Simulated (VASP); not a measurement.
# NaI (Fm-3m) in VASP: settings compared, part 3 of 3

VASP 6.6.1. The steps go on from the part before.

### Step 6. Relaxation of cell and atoms, HSEsol

Input file POSCAR:

```
NaI
1.0
    0.0000000000      3.2364000000      3.2364000000
    3.2364000000      0.0000000000      3.2364000000
    3.2364000000      3.2364000000      0.0000000000
I Na
1 1
Direct
    0.5000000000      0.5000000000      0.5000000000
    0.0000000000      0.0000000000      0.0000000000
```

Input file INCAR.step1:

```
ALGO = Normal
EDIFF = 1E-5
ENCUT = 600
GGA = PE
ISMEAR = -1
LASPH = T
LCHARG = F
LREAL = F
LWAVE = T
NELM = 100
PREC = Accurate
SIGMA = 0.05
```

Input file INCAR.step2:

```
ALGO = Normal
EDIFF = 1E-6
EDIFFG = -0.01
ENCUT = 600
GGA = PS
HFSCREEN = 0.2
IBRION = 2
ISIF = 3
ISMEAR = -1
ISTART = 1
LASPH = T
LCHARG = F
LHFCALC = T
LREAL = F
LWAVE = F
NELM = 100
NSW = 40
PREC = Accurate
PRECFOCK = Fast
SIGMA = 0.05
```

Input file KPOINTS:

```
k-points
0
Gamma
  4 4 4
```

Potentials or basis: VASP PAW PBE potentials, release 64 (I, Na_pv).

On the command line:

```console
$ cat potpaw_PBE.64/I/POTCAR potpaw_PBE.64/Na_pv/POTCAR > POTCAR
$ cp INCAR.step1 INCAR
$ mpirun -np 1 vasp_std > vasp.out
$ cp INCAR.step2 INCAR
$ mpirun -np 1 vasp_std > vasp.out
```

OUTCAR:

```text
EDIFF = 1E-6
   EDIFFG = -0.01
   ENCUT = 600
   GGA = PS
   HFSCREEN = 0.2
   IBRION = 2
   ISIF = 3
   ISMEAR = -1
   ISTART = 1
   LASPH = T
   LHFCALC = T
   LREAL = F
   NELM = 100
   NSW = 40
   PREC = Accurate
   PRECFOCK = Fast

 ion  position               nearest neighbor table
   1  0.500  0.500  0.500-
   2  0.000  0.000  0.000-

  LATTYP: Found a face centered cubic cell.
 ALAT       =     6.4728000000

  Lattice vectors:

 A1 = (   0.0000000000,   3.2364000000,   3.2364000000)
 A2 = (   3.2364000000,   0.0000000000,   3.2364000000)
 A3 = (   3.2364000000,   3.2364000000,   0.0000000000)

Analysis of symmetry for initial positions (statically):
[... 173 lines left out ...]
  -------------------------------------------------------------------------------------
  Total       -0.2099051     -0.2099051     -0.2099051     -0.0000000      0.0000000     -0.0000000
  in kB       -4.9604026     -4.9604026     -4.9604026     -0.0000000      0.0000000     -0.0000000
  external PRESSURE =      -4.9604026 kB  Pullay stress =       0.0000000 kB
[... 95 lines left out ...]
--------------------------------------- Ionic step        4  -------------------------------------------

 number of electron      14.0000002 magnetization

 Free energy of the ion-electron system (eV)
  ---------------------------------------------------
  ext. energy  EPLUGINS =         0.00000000
  ---------------------------------------------------
  free energy    TOTEN  =        -6.48196899 eV

  energy without entropy =       -6.48196899  energy(sigma->0) =       -6.48196899

 E-fermi :   1.3942     XC(G=0):  -6.6567

 val. band max:        0.2347564911   @ k =   0.0000   0.0000   0.0000
 cond. band min:       4.8600859531   @ k =   0.0000   0.0000   0.0000
 fundamental gap:      4.6253294620
 Fermi energy:         1.3941915584

 k-point     1 :       0.0000    0.0000    0.0000
  band No.  band energies     occupation
      1     -24.4214      2.00000
      2     -24.4214      2.00000
      3     -24.4214      2.00000
      4     -11.8573      2.00000
      5       0.2348      2.00000
      6       0.2348      2.00000
      7       0.2348      2.00000
      8       4.8601      0.00000
      9       9.1871      0.00000
     10       9.1871      0.00000
     11       9.1871      0.00000
[... 125 lines left out ...]
  FREE ENERGIE OF THE ION-ELECTRON SYSTEM (eV)
  ---------------------------------------------------
  free  energy   TOTEN  =        -6.4819689850 eV

  energy  without entropy=       -6.4819689850  energy(sigma->0) =       -6.48196899

 reached required accuracy - stopping structural energy minimisation
```

It took 6.1 min on 1 thread of Intel Xeon Platinum 8488C (Sapphire Rapids), shared host; peak memory 0.34 GiB.

Results:

```
Free energy                            : -6.4820 eV
Relaxed volume                         : 32.91 Å³/atom
Relaxed cell                           : a = 4.532 Å, b = 4.532 Å, c = 4.532 Å, α = 60.00°, β = 60.00°, γ = 60.00°
Space group after relaxing (to 0.05 Å) : Fm-3m (No. 225)
Energy gained by relaxing              : 1.6 meV/atom
Ionic steps                            : 4
Pressure after relaxing                : 0.0 GPa
Band gap on the k mesh                 : 4.63 eV, direct
```

The path:
| step | energy change (eV) | largest force (eV/Å) | pressure (GPa) | volume (Å³) |
| --- | --- | --- | --- | --- |
| 1 | 0.0000 | 0.0000 | -0.50 | 67.80 |
| 2 | -0.0024 | 0.0000 | -0.24 | 66.77 |
| 3 | -0.0032 | 0.0000 | -0.05 | 66.02 |
| 4 | -0.0032 | 0.0000 | 0.00 | 65.82 |

Final structure:
```cif
data_structure
_symmetry_space_group_name_H-M 'P 1'
_symmetry_Int_Tables_number 1
_cell_length_a 4.5319
_cell_length_b 4.5319
_cell_length_c 4.5319
_cell_angle_alpha 60.000
_cell_angle_beta 60.000
_cell_angle_gamma 60.000
_cell_volume 65.82
loop_
_atom_site_label
_atom_site_type_symbol
_atom_site_fract_x
_atom_site_fract_y
_atom_site_fract_z
_atom_site_occupancy
I1 I 0.50000 0.50000 0.50000 1
Na1 Na 0.00000 0.00000 0.00000 1
```

Caveat: the k mesh is coarse (spacing up to 0.42 Å⁻¹), so the values aren't converged, least of all with exact exchange; the PAW data sets were made with another functional, which shifts forces and pressure a little; spin-orbit coupling is left out, which moves the levels of the heavy elements.

### Step 7. For comparison

An earlier run on the cell as given: functional PBE; potentials or basis VASP PAW PBE potentials, release 64 (I, Na_pv); cutoff 520 eV; k mesh 7 × 7 × 7; occupations fermi-dirac, width 0.05 eV; no spin polarisation.

- Pressure: 0.4 GPa
- Band gap on the k mesh: 3.64 eV, direct

### Step 8. Summary

```tsv
task	level	potentials or basis	cell	k mesh	cutoff (eV)	smearing	grid for exact exchange (PRECFOCK)	mesh quality	gap on the mesh (eV)	pressure (GPa)
single point	PBE	VASP PAW PBE potentials, release 64 (I, Na_pv)	as given	7 × 7 × 7	520	gaussian 0.1 eV	-	not flagged	3.64	0.4
single point	PBE	VASP PAW PBE potentials, release 64 (I_GW, Na_sv_GW)	as given	3 × 3 × 3	400	gaussian 0.02 eV	-	coarse	3.63	-
single point	PBE	VASP PAW PBE potentials, release 64 (I, Na_pv)	as given	7 × 7 × 7	520	gaussian 0.019 eV	-	not flagged	3.64	0.4
relaxation of cell and atoms	HSEsol	VASP PAW PBE potentials, release 64 (I, Na_pv)	relaxed	4 × 4 × 4	600	fermi-dirac 0.05 eV	Fast	coarse	4.63	0.0
single point	PBE	VASP PAW PBE potentials, release 64 (I, Na_pv)	as given	7 × 7 × 7	520	fermi-dirac 0.05 eV	-	not flagged	3.64	0.4
```

Alike in all rows: no spin polarisation.

Caveats: some runs use coarse meshes; spin-orbit coupling is left out, which moves the levels of the heavy elements; the cutoff is under 1.25 times the usual one of these potentials, so pressure, stress and relaxed cells hold a basis-set (Pulay) error (some runs); the PAW data sets were made with another functional, which shifts forces and pressure a little (some runs).

Total energies depend on the potentials used, so only differences within one code and one set of settings carry meaning.
